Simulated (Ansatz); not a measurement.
# LiH (NiAs type) from LDA to hybrids

All numbers come from the PAW code Ansatz. Values at 0 K without nuclear motion; spin polarisation is off, and the phase may be a hypothetical one.

Structure: LiH built on the NiAs prototype, at its r2SCAN minimum. The symmetry is P6_3/mmc (No. 194, hexagonal); conventional cell a = 2.782 Å, c = 4.873 Å, 8.16 Å³ an atom. Li has 6 H at 2.02 Å; H has 6 Li at 2.02 Å.

```cif
data_structure
_symmetry_space_group_name_H-M 'P6_3/mmc'
_symmetry_Int_Tables_number 194
_cell_length_a 2.7815
_cell_length_b 2.7815
_cell_length_c 4.8730
_cell_angle_alpha 90.000
_cell_angle_beta 90.000
_cell_angle_gamma 120.000
_cell_volume 32.65
loop_
_atom_site_label
_atom_site_type_symbol
_atom_site_symmetry_multiplicity
_atom_site_Wyckoff_symbol
_atom_site_fract_x
_atom_site_fract_y
_atom_site_fract_z
_atom_site_occupancy
Li1 Li 2 a 0.00000 0.00000 0.00000 1
H1 H 2 c 0.33333 0.66667 0.25000 1
```

Relaxed lattice by functional, symmetry kept:
```csv
functional,k mesh,a (Å),c (Å),volume (Å³/atom)
PBE,12×12×6,2.782,4.885,8.18
r2SCAN,12×12×6,2.782,4.873,8.16
PBEsol,12×12×6,2.760,4.861,8.02
LDA,12×12×6,2.711,4.775,7.60
HSE06,6×6×4,2.768,4.855,8.05
```

On this one geometry the levels give:

| level | k mesh | gap (eV) | kind | edges | least direct gap (eV) | rough cost |
| --- | --- | --- | --- | --- | --- | --- |
| LDA | 12×12×6 | 4.01 | indirect | M → L–M (0.17) | 4.62 | 4 core-seconds |
| PBE | 12×12×6 | 4.32 | indirect | M → L–M (0.20) | 4.95 | 5 core-seconds |
| r2SCAN | 12×12×6 | 4.94 | indirect | M → L–M (0.17) | 5.58 | 9 core-seconds |
| r2SCANh | 9×9×4 | 5.55 | indirect | M → L–M (0.17) | 6.22 | 4 core-minutes |
| HSE06 | 9×9×4 | 5.34 | indirect | M → L–M (0.17) | 6.02 | 4 core-minutes |
| DDH-PBE0 | 9×9×4 | 6.09 | indirect | M → L–M (0.17) | 6.79 | 4 core-minutes |
| PBE0 | 9×9×4 | 6.06 | indirect | M → L–M (0.17) | 6.76 | 4 core-minutes |
| G0W0@PBE (97 empty bands, 120 eV, 6×6×4) | 6×6×4 | 6.25 | – | M → L (mesh) | – | 50 core-seconds |
| G0W0@PBE (241 empty bands, 220 eV, 6×6×4) | 6×6×4 | 6.34 | – | M → L (mesh) | – | 4 core-minutes |

PBE: smearing of 0.02 eV; the others have fixed occupations.
Wave cutoffs: 420 eV, 500 eV (r2SCAN, r2SCANh).
Points off the special ones are mesh points or PBE's searched band edges, reused at the other levels. Set aside, since their points miss a band edge that the other levels read or their mesh is too coarse: LC-ωPBE.
The G0W0 gap is PBE's gap over the path plus the quasiparticle shift read on the mesh. G0W0 here is at a finite number of bands, screening cutoff and k mesh, not at the basis limit.
Costs come from shared machines and give only the order; PBE's includes the band path. The runs had 2 threads of Intel(R) Xeon(R) Processor @ 2.50GHz (Skylake/Cascade Lake), with other jobs on the host.

The HSE06 gap is indirect, 5.34 eV (M to L–M (0.17 of the way from L)), below the direct gap of 6.02 eV at L–M (0.50 of the way from L).

Taking G0W0@PBE (241 empty bands, 220 eV, 6×6×4), 6.34 eV, as the yardstick (a computed one, not at the basis limit), DDH-PBE0 comes nearest, -0.25 eV off, at about 25 times r2SCAN's cost; G0W0 itself took about 29 times r2SCAN's cost. The others: PBE0 -0.28, r2SCANh -0.79, HSE06 -1.00, r2SCAN -1.40, PBE -2.02, LDA -2.33 eV. The yardstick still moved by +0.09 eV in its last step of bands and cutoff, so this order can change. r2SCAN covers 61 % of the step from PBE to HSE06, while HSE06 needs about 24 times r2SCAN's cost (on a coarser mesh). Among these functionals the gap stays indirect.

r2SCAN (ground state on 9×9×4): The electronic dielectric tensor ε∞ is 3.63 along x and y, 3.53 along z. Born charges, averaged over directions: Li +0.95, H -0.95 e. PBE (ground state on 9×9×4): The electronic dielectric tensor ε∞ is 3.98 along x and y, 3.84 along z. Born charges, averaged over directions: Li +0.95, H -0.95 e.

On the PBEsol cell (a = 2.760 Å, c = 4.861 Å), with PBEsol: All optical modes at Γ are real, from 131 to 1062 cm⁻¹ without the longitudinal term; this says nothing of other wave vectors. With the long-range field the highest mode reaches 1109 cm⁻¹. The electronic dielectric tensor ε∞ is 4.17 along x and y, 4.00 along z. With the ions relaxed, ε⁰ is 11.6 along x and y, 11.3 along z. Born charges, averaged over directions: Li +0.94, H -0.94 e.

The meshes of the hybrids are coarse, so their gaps aren't converged to the digits shown.
